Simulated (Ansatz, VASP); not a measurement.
## KNbO3: VASP beside Ansatz

Contents of INCAR:

```
PREC = Accurate
ENCUT = 520
EDIFF = 1E-6
ISMEAR = 0
SIGMA = 0.1
LREAL = False
LASPH = True
NELM = 100
ALGO = Normal
ISIF = 2
LWAVE = False
LCHARG = False
GGA = PE
NBANDS = 28
```

File KPOINTS:

```
Automatic mesh
0
Gamma
  4 4 4
```

Contents of POSCAR:

```
KNbO3
1.0
    4.0129726800      0.0000000000      0.0000000000
    0.0000000000      4.0129726800      0.0000000000
    0.0000000000      0.0000000000      4.1102918300
K Nb O
1 1 3
Direct
    0.5000000000      0.5000000000      0.4999545100
    0.0000000000      0.0000000000      0.0149157700
    0.5000000000      0.0000000000      0.9741423400
    0.0000000000      0.5000000000      0.9741423400
    0.0000000000      0.0000000000      0.4716460400
```

Input for Ansatz:

```yaml
crystal:
  lattice:
    - [4.01297268, 0.0, 0.0]
    - [0.0, 4.01297268, 0.0]
    - [0.0, 0.0, 4.11029183]
  atoms:
    - { symbol: K, position: [0.5, 0.5, 0.49995451] }
    - { symbol: Nb, position: [0.0, 0.0, 0.01491577] }
    - { symbol: O, position: [0.5, 0.0, 0.97414234] }
    - { symbol: O, position: [0.0, 0.5, 0.97414234] }
    - { symbol: O, position: [0.0, 0.0, 0.47164604] }
basis:
  ecutwfc: 420
kpoints:
  mp_grid: { grid: [4, 4, 4] }
hamiltonian:
  xc: pbe
scf:
  occupations: { method: gaussian, width: 0.1 }
output:
  forces: true
  stress: true
  eigenvalues: true
```

Measurements of this composition are mostly on another form, of space group No. 38.

Alike in both runs: task single point; functional PBE; k mesh 4 × 4 × 4; occupations gaussian, width 0.1 eV; no spin polarisation.

|  | VASP | Ansatz |
| --- | --- | --- |
| version | VASP 6.6.1 | Ansatz 0.2.0 |
| potentials or method | VASP PAW PBE potentials, release 64 (K_sv, Nb_sv, O) | scalar-relativistic, plane waves, PAW |
| plane-wave cutoff (eV) | 520 | 420 |
| valence electrons in the cell | 40 | 40 |

VASP gave:

* gap on the k mesh at the Fermi level (eV): 1.54
* least direct gap on the mesh (eV): 2.39
* pressure (GPa): -0.5
* largest component of the traceless stress (GPa): 0.32
* rms of the force components (eV/Å): 0.131

What did Ansatz give for the same quantities?

gap on the k mesh at the Fermi level (eV): 1.56; least direct gap on the mesh (eV): 2.40; pressure (GPa): -0.4; largest component of the traceless stress (GPa): 0.29; rms of the force components (eV/Å): 0.135.

Atom by atom the forces differ by 0.006 eV/Å (rms over components). The functional is the same, so the differences come from potentials, cutoffs and numerics.

A k mesh can miss the band edges. A hybrid or GW would open this gap; PBE tends to underestimate it.
